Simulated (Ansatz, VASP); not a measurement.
# One calculation of TiPt3, two programs

```xyz
4
Lattice="3.8970 0.0000 0.0000 0.0000 3.8970 0.0000 0.0000 0.0000 3.8970" Properties=species:S:1:pos:R:3 pbc="T T T"
Pt    1.9485    1.9485    0.0000
Pt    1.9485    0.0000    1.9485
Pt    0.0000    1.9485    1.9485
Ti    0.0000    0.0000    0.0000
```

Alike in both runs: task single point; functional PBEsol; k mesh 7 × 7 × 7; occupations fermi-dirac, width 0.05 eV; no spin polarisation.

```csv
,VASP,Ansatz
version,VASP 6.6.1,Ansatz 0.2.0
potentials or method,"VASP PAW PBE potentials, release 64 (Pt, Ti_sv), cutoff 520 eV","all-electron LAPW, scalar-relativistic"
```

|  | VASP | Ansatz | Ansatz less VASP |
| --- | --- | --- | --- |
| gap on the k mesh at the Fermi level (eV) | none | none | - |
| pressure (GPa) | 0.2 | 0.5 | +0.26 |

A gap of «none» marks a metal or a gap that the smearing closes. Ansatz ran all-electron here, so the differences hold the error of VASP's frozen core and of both bases.

Caveats: the PAW data sets were made with another functional, which shifts forces and pressure a little (VASP). The runs have no spin-orbit coupling, so splittings on Pt are missing.
